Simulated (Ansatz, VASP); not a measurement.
## TiB in VASP and in Ansatz

```
Ti B
1.0
     0.00000    2.10100    2.10100
     2.10100    0.00000    2.10100
     2.10100    2.10100    0.00000
Ti B
1 1
Direct
  0.75000 0.75000 0.75000
  0.00000 0.00000 0.00000
```

Alike in both runs: task relaxation of cell and atoms; functional PBEsol; k mesh 8 × 8 × 8; occupations gaussian, width 0.1 eV; no spin polarisation.

```csv
,VASP,Ansatz
version,VASP 6.6.1,Ansatz 0.2.0
potentials or method,"VASP PAW PBE potentials, release 64 (Ti_sv, B)","scalar-relativistic, plane waves, PAW"
plane-wave cutoff (eV),600,420
valence electrons in the cell,15,15
```

Ansatz gave:

| Quantity | Value |
| --- | --- |
| gap on the k mesh at the Fermi level, each at its own relaxed structure (eV) | none |
| relaxed volume (Å³/atom) | 14.77 |
| relaxed cell length with the largest relative difference (Å) | 3.470 |
| energy change over the relaxation (meV/atom) | -1368 |

Problem. Estimate VASP's values.

Solution. gap on the k mesh at the Fermi level, each at its own relaxed structure (eV): none; relaxed volume (Å³/atom): 14.74; relaxed cell length with the largest relative difference (Å): 3.467; energy change over the relaxation (meV/atom): -1365.

A gap of «none» marks a metal or a gap that the smearing closes.

Caveats: the volume moved by over 15 % at a fixed basis, so the end points are rough (VASP); the PAW data sets were made with another functional, which shifts forces and pressure a little (VASP); the volume moved by +59 % from the deposited cell, more than functionals usually miss. Zero-point motion and thermal expansion aren't in these numbers.
